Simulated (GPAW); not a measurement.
Runs of GPAW 26.7.0 on CoO. Symmetry: R-3m, No. 166, trigonal system. Conventional cell: a = 3.011 Å, b = 3.011 Å, c = 7.320 Å, α = 90.00°, β = 90.00°, γ = 120.00°. Co (site symmetry -3m) is surrounded by 6 O at 2.12 Å. Around O (site symmetry -3m) lie 6 Co at 2.12 Å. The cell is a database's computed one.

```tsv
task	level	potentials or basis	U	k mesh	cutoff (eV)	maxiter	band path	band points	convergence	pressure (GPa)	moment (μB)
band structure	PBEsol+U	PAW data sets generated in the run's folder for this functional, pw	Co d U = 2 eV	8 × 8 × 8	800	150	GLB1,BZGX,QFP1Z,LP	80	-	-6.6	3.00
single point	LDA	the program's PAW data sets (release 1.2.1) made for this functional, pw	-	9 × 9 × 9	650	120	-	-	default	-19.7	2.80
band structure	PBEsol+U	PAW data sets generated in the run's folder for this functional, pw	Co d U = 4 eV	8 × 8 × 8	800	150	GLB1,BZGX,QFP1Z,LP	80	-	(b)	3.00
band structure	PBEsol+U	PAW data sets generated in the run's folder for this functional, pw	Co d U = 6 eV	8 × 8 × 8	800	150	GLB1,BZGX,QFP1Z,LP	80	-	(a)	3.00
band structure	PBEsol+U	PAW data sets generated in the run's folder for this functional, pw	Co d U = 3 eV	8 × 8 × 8	800	150	GLB1,BZGX,QFP1Z,LP	80	-	-6.0	3.00
```

Alike in all rows: spin collinear, ferromagnetic start; cell as given; smearing fermi-dirac 0.05 eV.

Problem. Estimate the missing entries.

Solution. (a) -2.4; (b) -3.6.

Caveats: a cell with one magnetic atom can't hold antiferromagnetic order, which such compounds often take; the cutoff is short for stress and forces, so pressures can be off by a GPa or more (some runs); so large a pressure means that the cell lies far from this level's equilibrium, or that cutoff or potentials fall short (some runs).
